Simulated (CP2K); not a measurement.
# MoS2 in CP2K: settings compared

The runs below take MoS2 through projected density of states, with LDA, LDA+U.

Program: CP2K 2026.2. These are calculated values, not measurements. Logs are shortened: lines on timing, memory, paths and dates and some standing lists are left out, and cuts for length are marked.

## 1. The structure

The cell holds a slab with vacuum, 3 atoms: a = 3.184 Å, b = 3.184 Å, c = 17.335 Å, α = 90.00°, β = 90.00°, γ = 120.00°.

## 2. Projected density of states, LDA

Input file mos2_pdos.inp:

```
&GLOBAL
  PROJECT mos2_pdos
  RUN_TYPE ENERGY_FORCE
  PRINT_LEVEL LOW
&END GLOBAL
&FORCE_EVAL
  METHOD QS
  STRESS_TENSOR ANALYTICAL
  &DFT
    BASIS_SET_FILE_NAME BASIS_MOLOPT
    POTENTIAL_FILE_NAME GTH_POTENTIALS
    &MGRID
      CUTOFF 450
      REL_CUTOFF 60
      NGRIDS 4
    &END MGRID
    &QS
      METHOD GPW
      EPS_DEFAULT 1.0E-9
    &END QS
    &KPOINTS
      SCHEME MONKHORST-PACK 7 7 2
      GAMMA_CENTERED T
      SYMMETRY T
      SYMMETRY_BACKEND SPGLIB
    &END KPOINTS
    &SCF
      SCF_GUESS ATOMIC
      EPS_SCF 1.0E-6
      MAX_SCF 100
      ADDED_MOS 15
      CHOLESKY OFF
      EPS_EIGVAL 1.0E-7
      &DIAGONALIZATION ON
        ALGORITHM STANDARD
      &END DIAGONALIZATION
      &MIXING ON
        METHOD BROYDEN_MIXING
        ALPHA 0.4
        BETA 1.5
        NBUFFER 8
      &END MIXING
      &SMEAR ON
        METHOD FERMI_DIRAC
        ELECTRONIC_TEMPERATURE [K] 580.226
      &END SMEAR
    &END SCF
    &XC
      &XC_FUNCTIONAL
        &LDA_X
        &END LDA_X
        &LDA_C_PW
        &END LDA_C_PW
      &END XC_FUNCTIONAL
    &END XC
    &PRINT
      &KPOINTS ON
      &END KPOINTS
      &MULLIKEN ON
      &END MULLIKEN
      &MO ON
        ENERGIES T
        OCCUPATION_NUMBERS T
        &EACH
          QS_SCF 0
        &END EACH
        ADD_LAST NUMERIC
      &END MO
      &LOWDIN ON
      &END LOWDIN
      &HIRSHFELD ON
        SHAPE_FUNCTION DENSITY
      &END HIRSHFELD
      &DOS ON
        &PDOS
          COMPONENTS T
        &END PDOS
        &CURVE
          ENERGY_UNIT EV
          ENERGY_ZERO ABSOLUTE
          &BROADEN
            TYPE GAUSSIAN
            WIDTH [eV] 0.1
          &END BROADEN
        &END CURVE
        DELTA_E 0.001837
      &END DOS
    &END PRINT
  &END DFT
  &SUBSYS
    &CELL
      A 3.1841260822 0.0000000000 0.0000000000
      B -1.5920630411 2.7575340760 0.0000000000
      C 0.0000000000 0.0000000000 17.3345999500
      PERIODIC XYZ
    &END CELL
    &COORD
      SCALED
      Mo  0.0000000000 0.0000000000 0.0000000000
      S   0.3333333333 0.6666666667 0.9105070200
      S   0.3333333333 0.6666666667 0.0894929800
    &END COORD
    &KIND Mo
      BASIS_SET DZVP-MOLOPT-SR-GTH-q14
      POTENTIAL GTH-PADE-q14
    &END KIND
    &KIND S
      BASIS_SET DZVP-MOLOPT-SR-GTH-q6
      POTENTIAL GTH-PADE-q6
    &END KIND
    &PRINT
      &ATOMIC_COORDINATES ON
      &END ATOMIC_COORDINATES
      &CELL ON
      &END CELL
      &SYMMETRY ON
      &END SYMMETRY
    &END PRINT
  &END SUBSYS
  &PRINT
    &FORCES ON
    &END FORCES
    &STRESS_TENSOR ON
    &END STRESS_TENSOR
  &END PRINT
&END FORCE_EVAL
```

Potentials or basis: GTH_POTENTIALS Mo GTH-PADE-q14, S GTH-PADE-q6; DZVP-MOLOPT-SR-GTH basis.

Started as:

```
> OMP_NUM_THREADS=1 cp2k.psmp -i mos2_pdos.inp -o mos2_pdos.out
```

mos2_pdos.out:

```text

 CP2K| version string:                                       CP2K version 2026.2
 CP2K| Input file name                                             mos2_pdos.inp

 GLOBAL| Force Environment number                                              1
 GLOBAL| Basis set file name                                        BASIS_MOLOPT
 GLOBAL| Potential file name                                      GTH_POTENTIALS
 GLOBAL| MM Potential file name                                     MM_POTENTIAL
 GLOBAL| Coordinate file name                                      __STD_INPUT__
 GLOBAL| Method name                                                        CP2K
 GLOBAL| Project name                                                  mos2_pdos
 GLOBAL| Run type                                                   ENERGY_FORCE
 GLOBAL| FFT library                                                       FFTW3
[... 8 lines left out ...]
 GLOBAL| CPU model name                                                  UNKNOWN

 CELL| Volume [angstrom^3]:                                           152.203615
 CELL| Vector a [angstrom]:       3.184     0.000     0.000   |a| =     3.184126
 CELL| Vector b [angstrom]:      -1.592     2.758     0.000   |b| =     3.184126
 CELL| Vector c [angstrom]:       0.000     0.000    17.335   |c| =    17.334600
 CELL| Angle (b,c), alpha [degree]:                                    90.000000
 CELL| Angle (a,c), beta  [degree]:                                    90.000000
 CELL| Angle (a,b), gamma [degree]:                                   120.000000
 CELL| Numerically orthorhombic:                                              NO
 CELL| Periodicity                                                           XYZ

 CELL_REF| Volume [angstrom^3]:                                       152.203615
 CELL_REF| Vector a [angstrom     3.184     0.000     0.000   |a| =     3.184126
 CELL_REF| Vector b [angstrom    -1.592     2.758     0.000   |b| =     3.184126
 CELL_REF| Vector c [angstrom     0.000     0.000    17.335   |c| =    17.334600
 CELL_REF| Angle (b,c), alpha [degree]:                                90.000000
 CELL_REF| Angle (a,c), beta  [degree]:                                90.000000
 CELL_REF| Angle (a,b), gamma [degree]:                               120.000000
 CELL_REF| Numerically orthorhombic:                                          NO
 CELL_REF| Periodicity                                                       XYZ
[... 10 lines left out ...]

  Total number of            - Atomic kinds:                                   2
                             - Atoms:                                          3
                             - Shell sets:                                     3
                             - Shells:                                        18
                             - Primitive Cartesian functions:                 15
                             - Cartesian basis functions:                     59
                             - Spherical basis functions:                     52

  Maximum angular momentum of- Orbital basis functions:                        3
                             - Local part of the GTH pseudopotential:          2
                             - Non-local part of the GTH pseudopotential:      4

 MODULE QUICKSTEP: ATOMIC COORDINATES IN ANGSTROM

   Atom Kind Element         X             Y             Z       Z(eff)     Mass
      1    1 Mo   42      0.000000      0.000000      0.000000  14.0000  95.9600
      2    2 S    16     -0.000000      1.838356     15.783275   6.0000  32.0650
      3    2 S    16     -0.000000      1.838356      1.551325   6.0000  32.0650

 Crystal Symmetry Information
       International Symbol:                                               P-6m2
       Point Group Symbol:                                                  -6m2
       Schoenflies Symbol:                                                 D3h^1
       Number of Symmetry Operations:                                         12

 SCF PARAMETERS         Density guess:                                    ATOMIC
[... 9 lines left out ...]
                        --------------------------------------------------------
                        level_shift [a.u.]:                             0.000000
                        added MOs                                        15    0
                        --------------------------------------------------------
                        Mixing method:                            BROYDEN_MIXING
[... 11 lines left out ...]
 *******************************************************************************
 BRILLOUIN| K-point scheme                                        Monkhorst-Pack
 BRILLOUIN| K-Point grid                                             7    7    2
 BRILLOUIN| Gamma-centered k-point mesh                                     ON
 BRILLOUIN| K-point symmetry accuracy                               0.100000E-05
 BRILLOUIN| K-Point point group symmetrization                                ON
 BRILLOUIN| Symmetry backend                                             SPGLIB
 BRILLOUIN| Symmetry reduction method                                    SPGLIB
 BRILLOUIN| Wavefunction type                                            COMPLEX
 BRILLOUIN| List of Kpoints [2 Pi/Bohr]                                       16
 BRILLOUIN| Number           Weight            X              Y              Z
 BRILLOUIN|     1           0.06122       -0.42857       -0.42857        0.00000
[... 49 lines left out ...]

  *** SCF run converged in    19 steps ***

  Electronic density on regular grids:        -25.9999999982        0.0000000018
  Core density on regular grids:               25.9999999808       -0.0000000192
  Total charge density on r-space grids:       -0.0000000174
  Total charge density g-space grids:          -0.0000000174

  Overlap energy of the core charge distribution:               0.00000000000439
  Self energy of the core charge distribution:               -176.94184945816679
  Core Hamiltonian energy:                                     40.31056934917777
  Hartree energy:                                              60.15207752656682
  Exchange-correlation energy:                                -12.31156160434547
  Electronic entropic energy:                                  -0.00000000012317
  Fermi energy:                                                -0.00519373903799

  Total energy:                                               -88.79076418688646
  Total energy (extrapolated to T->0):                        -88.79076418682487

 MO| EIGENVALUES AND OCCUPATION NUMBERS FOR K POINT 1
 MO|
 MO|  Index      Eigenvalue [a.u.]        Eigenvalue [eV]             Occupation
 MO|      1              -2.251655             -61.270639               2.000000
 MO|      2              -1.320802             -35.940848               2.000000
 MO|      3              -1.313164             -35.733004               2.000000
 MO|      4              -1.312695             -35.720246               2.000000
 MO|      5              -0.487586             -13.267883               2.000000
 MO|      6              -0.480791             -13.082987               2.000000
[... 292 lines left out ...]
 MO|     27               0.539851              14.690083               0.000000
 MO|     28               0.543877              14.799655               0.000000
 MO| Sum:                                                              26.000000
 MO| E(Fermi):           -0.005194 a.u.         -0.141329 eV
 MO| Band gap:            0.117272 a.u.          3.191133 eV

 MO| EIGENVALUES AND OCCUPATION NUMBERS FOR K POINT 10
 MO|
 MO|  Index      Eigenvalue [a.u.]        Eigenvalue [eV]             Occupation
 MO|      1              -2.252344             -61.289390               2.000000
 MO|      2              -1.316221             -35.816185               2.000000
 MO|      3              -1.314248             -35.762506               2.000000
 MO|      4              -1.309835             -35.642434               2.000000
 MO|      5              -0.522074             -14.206356               2.000000
 MO|      6              -0.494521             -13.456606               2.000000
[... 20 lines left out ...]
 MO|     27               0.539851              14.690083               0.000000
 MO|     28               0.543877              14.799655               0.000000
 MO| Sum:                                                              26.000000
 MO| E(Fermi):           -0.005194 a.u.         -0.141329 eV
 MO| Band gap:            0.117272 a.u.          3.191133 eV

 MO| EIGENVALUES AND OCCUPATION NUMBERS FOR K POINT 11
 MO|
 MO|  Index      Eigenvalue [a.u.]        Eigenvalue [eV]             Occupation
 MO|      1              -2.252544             -61.294835               2.000000
 MO|      2              -1.314550             -35.770726               2.000000
 MO|      3              -1.314259             -35.762808               2.000000
 MO|      4              -1.309809             -35.641703               2.000000
 MO|      5              -0.530210             -14.427745               2.000000
 MO|      6              -0.497665             -13.542159               2.000000
[... 122 lines left out ...]
 MO|     27               0.562603              15.309203               0.000000
 MO|     28               0.571076              15.539765               0.000000
 MO| Sum:                                                              26.000000
 MO| E(Fermi):           -0.005194 a.u.         -0.141329 eV

 [... the levels of further k-points ...]

   Calculate DOS at iteration step                                   0
   Using a  7  7  2 MONKHORST-PACK grid

   Calculate DOS at iteration step                                   0
   Using a  7  7  2 MONKHORST-PACK grid

   Calculate k-point PDOS at iteration step                          0

 *** WARNING in qs_pdos.F:1187 :: State-resolved k-point PDOS output is ***
 *** not implemented yet                                                ***

 !-----------------------------------------------------------------------------!
                     Mulliken Population Analysis

 #  Atom  Element  Kind  Atomic population                           Net charge
       1     Mo       1         14.581264                             -0.581264
       2     S        2          5.709368                              0.290632
       3     S        2          5.709368                              0.290632
 # Total charge                             26.000000                  0.000000

 !-----------------------------------------------------------------------------!

 !-----------------------------------------------------------------------------!
                           Hirshfeld Charges

  #Atom  Element  Kind  Ref Charge     Population                    Net charge
      1       Mo     1      14.000         13.780                         0.220
      2       S      2       6.000          6.110                        -0.110
      3       S      2       6.000          6.110                        -0.110

  Total Charge                                                            0.000
 !-----------------------------------------------------------------------------!

 LOWDIN POPULATION ANALYSIS

 #  Atom  Element  Kind  Atomic population                           Net charge
       1     Mo       1         15.036021                             -1.036021
       2     S        2          5.481989                              0.518011
       3     S        2          5.481989                              0.518011
 # Total charge                             26.000000                  0.000000

 ENERGY| Total FORCE_EVAL ( QS ) energy [hartree]            -88.790768641414147

 FORCES| Atomic forces [hartree/bohr]
 FORCES|   Atom     x               y               z               |f|
 FORCES|      1 -6.77074311E-09  1.80145151E-08  1.67884117E-08   2.55385294E-08
 FORCES|      2  2.16100102E-09 -1.10608541E-08  4.56494107E-03   4.56494107E-03
 FORCES|      3  3.50936784E-09 -6.31835304E-09 -4.56495786E-03   4.56495786E-03
 FORCES| Sum    -1.10037425E-09  6.35307940E-10 -1.56676755E-13
 FORCES| Total atomic force                                       1.27060603E-09

 STRESS| Analytical stress tensor [bar]
 STRESS|                        x                   y                   z
 STRESS|      x       -2.01896149558E+04   1.14517900465E-01   5.38021609697E-04
 STRESS|      y        1.14517900465E-01  -2.01894931246E+04   4.33035775549E-03
 STRESS|      z        5.38021609697E-04   4.33035775549E-03  -7.66615152763E+03
 STRESS| 1/3 Trace                                            -1.60150865360E+04
 STRESS| Determinant                                          -3.12486206116E+12

 STRESS| Eigenvectors and eigenvalues of the analytical stress tensor [bar]
 STRESS|                        1                   2                   3
 STRESS| Eigenvalues  -2.01896837516E+04  -2.01894243287E+04  -7.66615152763E+03
 STRESS|      x           0.857211723657      0.514964135474      0.000000042964
 STRESS|      y          -0.514964135474      0.857211723657      0.000000345783
 STRESS|      z           0.000000141237     -0.000000318535      1.000000000000
```

Wall time 21 s (1 thread of Arm Neoverse V2, shared host); peak memory 0.43 GiB.

Results:

* Free energy: -2416.1197 eV
* Largest force: 0.235 eV/Å
* Band gap on the k mesh: 1.79 eV, indirect (least direct gap 2.20 eV)
* Mulliken charges: Mo -0.58; S +0.29 e
* Hirshfeld charges: Mo +0.22; S -0.11 e

Forces on the atoms (eV/Å):
```
Mo   0.000  0.000  0.000
S    0.000  0.000  0.235
S    0.000  0.000 -0.235
```

Stress tensor (GPa, compression positive):
```
-2.02  0.00  0.00
 0.00 -2.02  0.00
 0.00  0.00 -0.77
```

States per cell in windows of 0.5 eV (zero at the valence-band top; states under -8 eV left out):
```
from (eV)  total
     -8.0   0.00
     -7.5   0.00
     -7.0   0.00
     -6.5   0.00
     -6.0   0.81
     -5.5   1.68
     -5.0   0.73
     -4.5   1.06
     -4.0   1.36
     -3.5   1.75
     -3.0   0.77
     -2.5   1.49
     -2.0   1.55
     -1.5   0.94
     -1.0   1.26
     -0.5   0.58
      0.0   0.03
      0.5   0.00
      1.0   0.00
      1.5   0.46
      2.0   2.88
      2.5   1.11
      3.0   1.35
      3.5   0.98
      4.0   0.98
      4.5   0.24
      5.0   0.00
      5.5   0.00
      6.0   0.04
      6.5   0.49
      7.0   0.01
      7.5   0.48
```

Caveat: Mulliken charges move with the basis; the basis of atomic orbitals isn't converged, which shifts pressures, moduli and gaps.

## 3. Projected density of states, LDA+U

mos2_pdos.inp, as its differences from that of step 2:

```diff
@@ -11,2 +11,3 @@
     POTENTIAL_FILE_NAME GTH_POTENTIALS
+    PLUS_U_METHOD MULLIKEN
     &MGRID
@@ -105,2 +106,6 @@
       POTENTIAL GTH-PADE-q14
+      &DFT_PLUS_U
+        L 2
+        U_MINUS_J [eV] 2.0
+      &END DFT_PLUS_U
     &END KIND
```

Potentials or basis: GTH_POTENTIALS Mo GTH-PADE-q14, S GTH-PADE-q6; DZVP-MOLOPT-SR-GTH basis.

Started as:

```
> OMP_NUM_THREADS=1 cp2k.psmp -i mos2_pdos.inp -o mos2_pdos.out
```

It took 24 s on 1 thread of Arm Neoverse V2, shared host; peak memory 0.43 GiB.

Results (log left out):

```yaml
Free_energy: -2413.6906 eV
Largest_force: 0.224 eV/Å
Band_gap_on_the_k_mesh: 1.61 eV, indirect (least direct gap 2.08 eV)
Mulliken_charges: Mo -0.33; S +0.16 e
Hirshfeld_charges: Mo +0.24; S -0.12 e
```

Forces in eV/Å, atoms in the order of the input:
```
Mo  -0.009  0.016  0.000
S    0.005 -0.008  0.224
S    0.005 -0.008 -0.224
```

Levels at points of the mesh, in eV from the valence-band top:
| k point | band 9 | band 10 | band 11 | band 12 | band 13 | band 14 | band 15 | band 16 | band 17 | band 18 |
| --- | --- | --- | --- | --- | --- | --- | --- | --- | --- | --- |
| (0.00, 0.00, 0.00) | -2.93 | -1.91 | -1.74 | -1.74 | 0.00 | 2.69 | 2.69 | 2.90 | 2.91 | 6.19 |
| (0.00, 0.00, 0.50) | -2.93 | -1.91 | -1.74 | -1.74 | 0.00 | 2.69 | 2.69 | 2.90 | 2.91 | 6.19 |

States per cell in windows of 1 eV (zero at the valence-band top; states under -8 eV left out):
```csv
from (eV),total
-8.0,0.00
-7.0,0.15
-6.0,2.34
-5.0,2.46
-4.0,2.45
-3.0,2.32
-2.0,2.84
-1.0,1.41
0.0,0.02
1.0,0.79
2.0,3.53
3.0,1.98
4.0,1.58
5.0,0.12
6.0,0.53
7.0,0.51
```

Caveat: Mulliken charges move with the basis; this program's U acts on Mulliken populations of all basis functions of the shell, so it isn't the U of plane-wave codes; energies scatter by some meV and the pressure isn't listed; the basis of atomic orbitals isn't converged, which shifts pressures, moduli and gaps.

## 4. Projected density of states, LDA+U

mos2_pdos.inp, as its differences from that of step 3:

```diff
@@ -108,3 +108,3 @@
         L 2
-        U_MINUS_J [eV] 2.0
+        U_MINUS_J [eV] 4.0
       &END DFT_PLUS_U
```

Started as:

```
> OMP_NUM_THREADS=1 cp2k.psmp -i mos2_pdos.inp -o mos2_pdos.out
```

It took 45 s on 1 thread of Arm Neoverse V2, shared host; peak memory 0.43 GiB.

The run converged. Its results:

```yaml
Free_energy: -2411.3989 eV
Largest_force: 0.283 eV/Å
Band_gap_on_the_k_mesh: 1.38 eV, indirect (least direct gap 1.72 eV)
Mulliken_charges: Mo -0.18; S +0.09 e
Hirshfeld_charges: Mo +0.27; S -0.14 e
```

Forces on the atoms (eV/Å):
```
Mo  -0.016  0.030  0.000
S    0.008 -0.015  0.283
S    0.008 -0.015 -0.283
```

Levels at points of the mesh, in eV from the valence-band top:
```
           k point  band 9  band 10  band 11  band 12  band 13  band 14  band 15  band 16  band 17  band 18
(0.00, 0.00, 0.00)   -2.75    -1.75    -1.49    -1.49     0.00     3.00     3.00     3.14     3.16     6.24
(0.00, 0.00, 0.50)   -2.75    -1.75    -1.49    -1.49     0.00     3.00     3.00     3.14     3.16     6.24
```

States per cell in windows of 1 eV (zero at the valence-band top; states under -8 eV left out):
```tsv
from (eV)	total
-8.0	0.00
-7.0	0.00
-6.0	2.48
-5.0	1.74
-4.0	2.92
-3.0	2.05
-2.0	3.07
-1.0	1.72
0.0	0.02
1.0	0.49
2.0	3.43
3.0	1.88
4.0	1.22
5.0	0.98
6.0	0.53
7.0	0.49
```

Caveat: Mulliken charges move with the basis; this program's U acts on Mulliken populations of all basis functions of the shell, so it isn't the U of plane-wave codes; energies scatter by some meV and the pressure isn't listed; the basis of atomic orbitals isn't converged, which shifts pressures, moduli and gaps.

(Continued in part 2 of 2.)
